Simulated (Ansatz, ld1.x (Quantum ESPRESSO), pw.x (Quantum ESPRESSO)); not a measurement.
## Equation-of-state test of one TM potential (mercury)

* Element: Hg (Z = 80)
* Generator: ld1.x (Quantum ESPRESSO) 7.5
* Type: norm-conserving Troullier–Martins (Kleinman–Bylander form)
* Functional: PBE
* Relativity: scalar-relativistic
* Frozen core: [Xe] 4f14 5d10
* Valence charge: 2
* Reference configuration: 6s1.5 6p0.5
* Partial waves: 6p (bound): rc 2.25 bohr; 6d channel at 0.4 Ry: rc 2.10 bohr; 6s (bound): rc 1.65 bohr
* Local potential: the s channel
* Core correction: a·sin(br)/r model core inside 1.65 bohr

Atomic tests: cutoffs needed: 30 Ry and 90 Ry (the cutoffs (Ry, on a coarse ladder) from which the occupation-weighted sum of valence levels, in a spherical-Bessel basis at the reference potential, stays within 10 and 1 mRy of its value at 400 Ry); ghost test: no extra level below or beside the all-electron valence levels (p, d, s, f tested) (spherical-Bessel basis up to 400 Ry, 20 bohr box); largest excitation error: -343 meV (all-electron minus pseudo) for 6s0 6p1, out of 6 test configurations.

Crystal test: bcc Hg in pw.x 7.5, no spin, 12³ k-points, Fermi–Dirac smearing 0.01 Ry, cutoffs 110/440 Ry. The reference is all-electron LAPW (Ansatz 0.2.0) with the same functional, mesh and smearing; V0 and B0 come from Birch–Murnaghan fits to the pressures at five volumes. Errors are pseudo minus all-electron; Δ is the rms difference of the E(V) curves that follow from these fits, minima aligned, over ±6 % about the mean V0. Mesh and smearing are coarse, so the numbers serve the comparison and aren't converged zero-temperature values; the lattice is a test structure that the element need not adopt.

All-electron: a0 = 3.875 Å (V0 = 29.09 Å³/atom), B0 = 8.9 GPa.

**Question.** How far does the potential miss the all-electron equation of state?

**Answer.** mean pressure error (GPa): -13.77. The pressure does not cross zero within the volumes sampled, so no fit is given. This is a poor potential for the solid. The pseudo pressure rises with volume over the whole range, a mechanical instability.

```tsv
V (Å³/atom)	P all-electron (GPa)	P pseudo (GPa)
27.341	0.77	-15.72
28.061	0.39	-14.59
28.780	0.10	-13.53
29.500	-0.11	-12.53
30.219	-0.27	-11.61
```

**Question.** At the middle volume, how do free energy and pressure move when the wave cutoff is lowered (ecutrho kept at four times it)?

**Answer.**

```json
{"cutoff (Ry)": "50", "shift of F (meV/atom)": "+31.5", "shift of P (GPa)": "-0.29"}
{"cutoff (Ry)": "66", "shift of F (meV/atom)": "+22.8", "shift of P (GPa)": "-0.14"}
{"cutoff (Ry)": "88", "shift of F (meV/atom)": "+2.2", "shift of P (GPa)": "-0.07"}
```

The run at the middle volume (72 k-points, 6 iterations) took about 18 s on one core of a shared host (Intel(R) Xeon(R) 6975P-C, 192 threads, 378 GiB, load 91).
